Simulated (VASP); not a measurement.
Crystal: BeTe.

```
Te Be
1.0
     0.00000    2.77000    2.77000
     2.77000    0.00000    2.77000
     2.77000    2.77000    0.00000
Te Be
1 1
Direct
  0.75000 0.75000 0.75000
  0.00000 0.00000 0.00000
```

| Item | Value |
| --- | --- |
| Program | VASP 6.6.1 |
| Task | relaxation of cell and atoms |
| Functional | PBEsol0 |
| Potentials or basis | VASP PAW PBE potentials, release 64 (Te, Be) |
| Cutoff | 600 eV |
| k mesh | 4 × 4 × 4 |
| Occupations | fermi-dirac, width 0.05 eV |
| Spin | no spin polarisation |

At the start: pressure 2.2 GPa; volume 21.25 Å³/atom.

Where does the relaxation end?

Over 3 steps the energy falls by 4.9 meV/atom and the volume is 21.97 Å³/atom (+3.4 %); space group F-43m (No. 216, to 0.05 Å).

The path:
| step | energy change (eV) | largest force (eV/Å) | pressure (GPa) | volume (Å³) |
| --- | --- | --- | --- | --- |
| 1 | 0.0000 | 0.0000 | 2.23 | 42.51 |
| 2 | -0.0090 | 0.0000 | -0.57 | 44.36 |
| 3 | -0.0098 | 0.0000 | -0.01 | 43.95 |

Final structure:
```
Te Be
1.0
     0.00000    2.80089    2.80089
     2.80089    0.00000    2.80089
     2.80089    2.80089    0.00000
Te Be
1 1
Direct
  0.75000 0.75000 0.75000
  0.00000 0.00000 0.00000
```

Caveat: the k mesh is coarse (spacing up to 0.49 Å⁻¹), so the values aren't converged, least of all with exact exchange; the PAW data sets were made with another functional, which shifts forces and pressure a little.
